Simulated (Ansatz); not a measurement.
**HfO2 (P2_1/c): the host for defect calculations**

Before any defect goes in: HfO2 (P2_1/c) at rest, and how it screens a charge.

Method: plane-wave PAW DFT, PBEsol; relaxation of the host's cell and atoms; PAW set soft_1, in the first sound run; inputs show where later runs differ, in Ansatz 0.2.0.

Report form: the programs' logs are mostly left out.

## Step 1: Starting point

It takes space group P2_1/c (No. 14, monoclinic). Conventional cell: a = 5.094 Å, b = 5.151 Å, c = 5.276 Å, α = 90.00°, β = 99.56°, γ = 90.00°. Nearest to Hf lie 7 O at 2.03 to 2.24 Å. Nearest to O lie 4 Hf at 2.13 to 2.24 Å. Nearest to O lie 3 Hf at 2.03 to 2.13 Å. Farther neighbours and most contacts between anions are not listed.

## Step 2: Host cell relaxation

Cell and atoms are relaxed together, until forces and stress fall under their thresholds.

cell/input.yaml reads:

```yaml
crystal:
  lattice:
    - [5.094175, 0.0, 0.0]
    - [0.0, 5.1506447, 0.0]
    - [-0.876169, 0.0, 5.2029535]
  atoms:
    - { symbol: Hf, position: [0.27613578, 0.45806468, 0.70790733] }
    - { symbol: Hf, position: [0.72386422, 0.95806468, 0.79209267] }
    - { symbol: Hf, position: [0.72386422, 0.54193532, 0.29209267] }
    - { symbol: Hf, position: [0.27613578, 0.04193532, 0.20790733] }
    - { symbol: O, position: [0.44799782, 0.74252595, 0.97857799] }
    - { symbol: O, position: [0.55200218, 0.24252595, 0.52142201] }
    - { symbol: O, position: [0.55200218, 0.25747405, 0.02142201] }
    - { symbol: O, position: [0.44799782, 0.75747405, 0.47857799] }
    - { symbol: O, position: [0.06836078, 0.33075888, 0.34625278] }
    - { symbol: O, position: [0.93163922, 0.83075888, 0.15374722] }
    - { symbol: O, position: [0.93163922, 0.66924112, 0.65374722] }
    - { symbol: O, position: [0.06836078, 0.16924112, 0.84625278] }
basis:
  ecutwfc: 420
  xc_grid: 2
hamiltonian:
  xc: pbesol
  pseudopotentials: { kind: paw, azcp: { folder: soft_1 }, xc_functional: pbe }
kpoints:
  mp_grid: { grid: [6, 6, 6] }
scf:
  occupations: { method: fixed }
  max_iter: 100
relax:
  f_tol: 0.005
  max_steps: 60
  cell: {}
output:
  forces: true
  stress: true
checkpoint:
  write: "../cell.run"
  compress: false
  write_wavefunctions: false
  write_every: 100000
```

Run with:

```
> ansatz run input.yaml --threads 32 --pin off --max-ram 84787MiB --backend cuda --events-out ev --progress --plain --runs-dir out --max-vram 78GiB
```

The job ended after 7.3 s (1 × NVIDIA GB200 with 32 threads of Arm Neoverse V2, shared host; peak memory 0.95 GiB; 29 s of CPU time).

Step by step:

```csv
step,energy less that of the first step (eV),largest force component (eV/Å),pressure (GPa),volume (Å³)
1,0.0000,0.1530,1.78,136.52
2,-0.0032,0.0412,-0.34,137.53
3,-0.0045,0.0181,-0.12,137.42
4,-0.0063,0.0224,-0.03,137.24
5,-0.0070,0.0142,-0.08,137.12
6,-0.0072,0.0019,0.00,137.12
7*,-0.0094,0.0020,0.03,137.12
```

Relaxation steps marked * repeat the geometry before them on a plane-wave basis chosen anew for their cell, so energy and pressure can jump there.

The run keeps the 4 symmetry operations that it works with, so distortions that break them were not tested.

```csv
cell as run,before,after,change
a (Å),5.094,5.096,+0.0 %
b (Å),5.151,5.178,+0.5 %
c (Å),5.276,5.271,-0.1 %
β (°),99.56,99.61,+0.1 %
volume (Å³/atom),11.38,11.43,+0.4 %
```

The atoms that moved most (Å, as changes of fractional coordinates times the final cell):

```csv
atom,dx,dy,dz,length
O10,-0.020,0.035,0.028,0.049
O9,0.020,0.035,-0.028,0.049
O12,0.020,-0.035,-0.028,0.049
O11,-0.020,-0.035,0.028,0.049
O8,-0.006,0.004,0.007,0.010
O5,-0.006,-0.004,0.007,0.010
O7,0.006,0.004,-0.007,0.010
O6,0.006,-0.004,-0.007,0.010
```

Numbers from this step:

```yaml
pressure: 0.03188 GPa
```

The relaxation ends with a largest force component of 0.0020 eV/Å and a pressure of 0.03 GPa.

## Step 3: Dielectric tensors of the host

The response to a uniform electric field gives the electronic dielectric tensor.

This step: plane-wave PAW DFPT, PBEsol; dielectric tensors, Born charges and zone-centre modes of the host; PAW set soft_1 (Ansatz 0.2.0).

eps/input.yaml reads:

```yaml
crystal:
  lattice:
    - [5.0960628966, 0.0, -0.0016499638]
    - [0.0, 5.1775298282, 0.0]
    - [-0.8781789037, 0.0, 5.197337419]
  atoms:
    - { symbol: Hf, position: [0.2771546146, 0.4570218243, 0.70818701] }
    - { symbol: Hf, position: [0.7228453854, 0.9570218243, 0.79181299] }
    - { symbol: Hf, position: [0.7228453854, 0.5429781757, 0.29181299] }
    - { symbol: Hf, position: [0.2771546146, 0.0429781757, 0.20818701] }
    - { symbol: O, position: [0.4471316577, 0.7417965525, 0.9800217198] }
    - { symbol: O, position: [0.5528683423, 0.2417965525, 0.5199782802] }
    - { symbol: O, position: [0.5528683423, 0.2582034475, 0.0199782802] }
    - { symbol: O, position: [0.4471316577, 0.7582034475, 0.4800217198] }
    - { symbol: O, position: [0.0712948959, 0.3374658308, 0.3407824699] }
    - { symbol: O, position: [0.9287051041, 0.8374658308, 0.1592175301] }
    - { symbol: O, position: [0.9287051041, 0.6625341692, 0.6592175301] }
    - { symbol: O, position: [0.0712948959, 0.1625341692, 0.8407824699] }
basis:
  ecutwfc: 420
hamiltonian:
  xc: pbesol
  pseudopotentials: { kind: paw, azcp: { folder: soft_1 }, xc_functional: pbe }
kpoints:
  mp_grid: { grid: [5, 5, 5] }
scf:
  occupations: { method: fixed }
  max_iter: 100
phonons:
  method: dfpt
  dielectric: true
  rigid_motions: translations
```

Run time: 24 s. Hardware: 1 × NVIDIA GB200 with 32 threads; peak memory 4.2 GiB; 3.8 min of CPU time.

Electronic dielectric tensor:

```
5.04 0.00 0.14
0.00 5.07 0.00
0.14 0.00 4.75
```

Static dielectric tensor:

```
20.65  0.00  1.35
 0.00 18.84  0.00
 1.35  0.00 15.26
```

The principal values of the electronic dielectric tensor are 4.69, 5.07 and 5.10. The principal values of the static dielectric tensor are 14.94, 18.84 and 20.97.

## Step 4: Defect free supercell relaxed in its symmetry

This cell, the one that will hold the defects, is built from the relaxed host. Its coarser k-points can move the atoms a little, so it is relaxed from the symmetric sites, as the reference for the test of stability.

This step: plane-wave PAW DFT, PBEsol; relaxation of the defect-free supercell in its symmetry; PAW set soft_1 (Ansatz 0.2.0).

System of this step: HfO2 (P2_1/c). The cell holds 96 atoms: 32 Hf and 64 O. Its edges and angles: a = 10.192 Å, b = 10.355 Å, c = 10.542 Å, α = 90.0°, β = 99.6°, γ = 90.0°.

pristine.symmetric/input.yaml reads:

```yaml
crystal:
  lattice:
    - [10.1921257932, 0.0, -0.0032999275]
    - [0.0, 10.3550596564, 0.0]
    - [-1.7563578074, 0.0, 10.3946748381]
  atoms:
    - { symbol: Hf, position: [0.1385773073, 0.2285109122, 0.354093505] }
    - { symbol: Hf, position: [0.3614226927, 0.4785109122, 0.395906495] }
    - { symbol: Hf, position: [0.3614226927, 0.2714890878, 0.145906495] }
    - { symbol: Hf, position: [0.1385773073, 0.0214890878, 0.104093505] }
    - { symbol: O, position: [0.2235658288, 0.3708982762, 0.4900108599] }
    - { symbol: O, position: [0.2764341712, 0.1208982762, 0.2599891401] }
    - { symbol: O, position: [0.2764341712, 0.1291017238, 0.0099891401] }
    - { symbol: O, position: [0.2235658288, 0.3791017238, 0.2400108599] }
    - { symbol: O, position: [0.035647448, 0.1687329154, 0.170391235] }
    - { symbol: O, position: [0.464352552, 0.4187329154, 0.079608765] }
    - { symbol: O, position: [0.464352552, 0.3312670846, 0.329608765] }
    - { symbol: O, position: [0.035647448, 0.0812670846, 0.420391235] }
    - { symbol: Hf, position: [0.1385773073, 0.2285109122, 0.854093505] }
    - { symbol: Hf, position: [0.3614226927, 0.4785109122, 0.895906495] }
    - { symbol: Hf, position: [0.3614226927, 0.2714890878, 0.645906495] }
    - { symbol: Hf, position: [0.1385773073, 0.0214890878, 0.604093505] }
    - { symbol: O, position: [0.2235658288, 0.3708982762, 0.9900108599] }
    - { symbol: O, position: [0.2764341712, 0.1208982762, 0.7599891401] }
    - { symbol: O, position: [0.2764341712, 0.1291017238, 0.5099891401] }
    - { symbol: O, position: [0.2235658288, 0.3791017238, 0.7400108599] }
    - { symbol: O, position: [0.035647448, 0.1687329154, 0.670391235] }
    - { symbol: O, position: [0.464352552, 0.4187329154, 0.579608765] }
    - { symbol: O, position: [0.464352552, 0.3312670846, 0.829608765] }
    - { symbol: O, position: [0.035647448, 0.0812670846, 0.920391235] }
    - { symbol: Hf, position: [0.1385773073, 0.7285109122, 0.354093505] }
    - { symbol: Hf, position: [0.3614226927, 0.9785109122, 0.395906495] }
    - { symbol: Hf, position: [0.3614226927, 0.7714890878, 0.145906495] }
    - { symbol: Hf, position: [0.1385773073, 0.5214890878, 0.104093505] }
    - { symbol: O, position: [0.2235658288, 0.8708982762, 0.4900108599] }
    - { symbol: O, position: [0.2764341712, 0.6208982762, 0.2599891401] }
[... 60 atom lines left out ...]
    - { symbol: O, position: [0.7764341712, 0.6291017238, 0.5099891401] }
    - { symbol: O, position: [0.7235658288, 0.8791017238, 0.7400108599] }
    - { symbol: O, position: [0.535647448, 0.6687329154, 0.670391235] }
    - { symbol: O, position: [0.964352552, 0.9187329154, 0.579608765] }
    - { symbol: O, position: [0.964352552, 0.8312670846, 0.829608765] }
    - { symbol: O, position: [0.535647448, 0.5812670846, 0.920391235] }
basis:
  ecutwfc: 420
  xc_grid: 2
hamiltonian:
  xc: pbesol
  pseudopotentials: { kind: paw, azcp: { folder: soft_1 }, xc_functional: pbe }
kpoints:
  mp_grid: { grid: [1, 1, 1] }
scf:
  occupations: { method: fermi_dirac, width: 0.01 }
  max_iter: 100
  lower_state_search: "off"
output:
  forces: true
relax:
  f_tol: 0.015
  max_steps: 60
  escape_saddle: false
checkpoint:
  write: "../pristine.symmetric.run"
  compress: false
  write_wavefunctions: false
  write_every: 100000
```

Elapsed: 2.2 s, on 1 × NVIDIA GB200 with 32 threads; peak memory 1.1 GiB.

Hardly anything moved in the relaxation; the energy changed by under 0.2 meV an atom.

## Step 5: Defect free supercell relaxed from displaced atoms

This step: plane-wave PAW DFT, PBEsol; relaxation of the defect-free supercell from random displacements, a test of the host's stability; PAW set soft_1 (Ansatz 0.2.0).

pristine.rattled/input.yaml, as its differences from pristine.symmetric/input.yaml of step 4:

```diff
@@ -59,6 +59,6 @@
   f_tol: 0.015
-  max_steps: 60
-  escape_saddle: false
+  max_steps: 120
+  random_displacement: { amplitude: 0.06, seed: 4577 }
 checkpoint:
-  write: "../pristine.symmetric.run"
+  write: "../pristine.rattled.run"
   compress: false
```

Elapsed: 4.3 s, on 1 × NVIDIA GB200 with 32 threads; peak memory 1.1 GiB; 14 s of CPU time.

Relaxation path:

```csv
step,energy less that of the first step (eV),largest force component (eV/Å)
1,0.0000,2.4086
2,-2.1149,0.9926
3,-2.9315,0.0485
4,-2.9315,0.0481
5,-2.9340,0.0031
```

The relaxation ends 31 meV an atom lower than the displaced start, with a largest force component of 0.0031 eV/Å.

## Step 6: Host on a dense mesh

This step: plane-wave PAW DFT, PBEsol; single point of the defect-free host, a test of the k-point sampling; PAW set soft_1 (Ansatz 0.2.0).

System of this step: HfO2 (P2_1/c). The structure is monoclinic, space group P2_1/c (No. 14). Conventional cell: a = 5.096 Å, b = 5.178 Å, c = 5.271 Å, α = 90.00°, β = 99.61°, γ = 90.00°. Nearest to Hf lie 7 O at 2.04 to 2.23 Å. O has 4 Hf at 2.14 to 2.23 Å nearest. Nearest to O lie 3 Hf at 2.04 to 2.13 Å. Farther neighbours and most contacts between anions are not listed.

dense/input.yaml, as its differences from eps/input.yaml of step 3:

```diff
@@ -20,2 +20,3 @@
   ecutwfc: 420
+  xc_grid: 2
 hamiltonian:
@@ -24,9 +25,11 @@
 kpoints:
-  mp_grid: { grid: [5, 5, 5] }
+  mp_grid: { grid: [6, 6, 6] }
 scf:
-  occupations: { method: fixed }
+  occupations: { method: fermi_dirac, width: 0.01 }
   max_iter: 100
-phonons:
-  method: dfpt
-  dielectric: true
-  rigid_motions: translations
+  lower_state_search: "off"
+checkpoint:
+  write: "../dense.run"
+  compress: false
+  write_wavefunctions: false
+  write_every: 100000
```

Wall time 1.7 s (1 × NVIDIA GB200 with 32 threads); peak memory 0.98 GiB; 5 s of CPU time.

## Step 7: Defect free supercell at the zone centre

The supercell is run at the zone centre, to see how far that sampling misses the dense mesh.

System of this step: HfO2 (P2_1/c). The cell holds 96 atoms: 32 Hf and 64 O. Its edges and angles: a = 10.192 Å, b = 10.355 Å, c = 10.542 Å, α = 90.0°, β = 99.6°, γ = 90.0°.

pristine.sampling_gamma/input.yaml, as its differences from pristine.rattled/input.yaml of step 5:

```diff
@@ -55,10 +55,4 @@
   lower_state_search: "off"
-output:
-  forces: true
-relax:
-  f_tol: 0.015
-  max_steps: 120
-  random_displacement: { amplitude: 0.06, seed: 4577 }
 checkpoint:
-  write: "../pristine.rattled.run"
+  write: "../pristine.sampling_gamma.run"
   compress: false
```

Elapsed: 1.8 s, on 1 × NVIDIA GB200 with 32 threads; peak memory 1.2 GiB; 3.5 s of CPU time.

## Step 8: Outcome

| Item | Value |
| --- | --- |
| primitive cell vectors, lengths | 5.096, 5.178, 5.271 Å |
| electronic dielectric constant | principal values (4.69, 5.07, 5.10) |
| static dielectric constant | principal values (14.94, 18.84, 20.97) |
| gap on the k-mesh of the response run (PBEsol) | 4.03 eV |
| supercell relaxed in its symmetry less the displaced and relaxed one | 0.001 eV |
| energy an atom at the zone centre alone less that on the dense mesh | 0.003 eV |

**Reading.** Step 5: The energy fell by 2.934 eV from the randomly displaced start; the atoms end within 0.005 Å of the sites as typed, once the mean shift is taken out. The displaced cell ends within 0.01 eV of the symmetric one relaxed in its symmetry, so no lower structure shows in this supercell. The k-mesh can miss the band edges, so this gap is an upper bound at this level. All at zero temperature.

[Logs are printed without paths, hosts, clocks, repeated set-up lines and the standing remarks that a program may print on its own settings, such as how far it seeks lower states.]

[Hosts, paths, dates, database ids (printed as entryN), source tags and the programs' standing remarks are cut or masked in the printed files.]

[Runs of the host that timed out are not shown.]

[For some hosts the program warned that the k-mesh of the response run may be too coarse for force constants and the static dielectric constant; such warnings are not always shown.]
